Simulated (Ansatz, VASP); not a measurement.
## BN: VASP beside Ansatz

INCAR

```
  PREC = Accurate
  ENCUT = 520
  EDIFF = 1E-6
  ISMEAR = -1
  SIGMA = 0.08
  LREAL = False
  LASPH = True
  NELM = 60
  ALGO = Normal
  ISIF = 2
  LWAVE = False
  LCHARG = False
  GGA = PE
  NBANDS = 11
```

File KPOINTS:

```
regular mesh
0
Gamma
  15 15 15
```

Contents of POSCAR:

```
BN
1.0
    0.0000000000      1.5096012912      1.5096012912
    1.5096012912      0.0000000000      1.5096012912
    1.5096012912      1.5096012912      0.0000000000
B N
1 1
Direct
    0.0000000000      0.0000000000      0.0000000000
    0.5000000000      0.5000000000      0.5000000000
```

Input for Ansatz:

```yaml
crystal:
  lattice:
    - [0.0, 1.5096012912, 1.5096012912]
    - [1.5096012912, 0.0, 1.5096012912]
    - [1.5096012912, 1.5096012912, 0.0]
  atoms:
    - { symbol: B, position: [0.0, 0.0, 0.0] }
    - { symbol: "N", position: [0.5, 0.5, 0.5] }
kpoints:
  mp_grid: { grid: [15, 15, 15] }
scf:
  occupations: { method: fermi_dirac, width: 0.08 }
hamiltonian:
  xc: pbe
  pseudopotentials: { kind: all_electron, lapw: { basis_error: 0.001 } }
output:
  forces: true
  stress: true
  eigenvalues: true
  populations: true
```

Change from the starting cell: volume scaled by 0.64, LAPW.

Alike in both runs: task single point; functional PBE; k mesh 15 × 15 × 15; occupations fermi-dirac, width 0.08 eV; no spin polarisation.

```csv
,VASP,Ansatz
version,VASP 6.6.1,Ansatz 0.2.0
potentials or method,"VASP PAW PBE potentials, release 64 (B, N)","all-electron LAPW, scalar-relativistic"
plane-wave cutoff (eV),520,see its input
```

```csv
,VASP,Ansatz,Ansatz less VASP
gap on the k mesh at the Fermi level (eV),5.16,5.17,+0.011
pressure (GPa),393.8,391.9,-1.91
```

Ansatz ran all-electron here, so the differences hold the error of VASP's frozen core and of both bases.

Caveats: the cell as given lies far from equilibrium; so large a pressure means that the cell lies far from this level's equilibrium, or that cutoff or potentials fall short (VASP); an odd mesh through Γ misses points on the zone boundary, where band edges often lie.
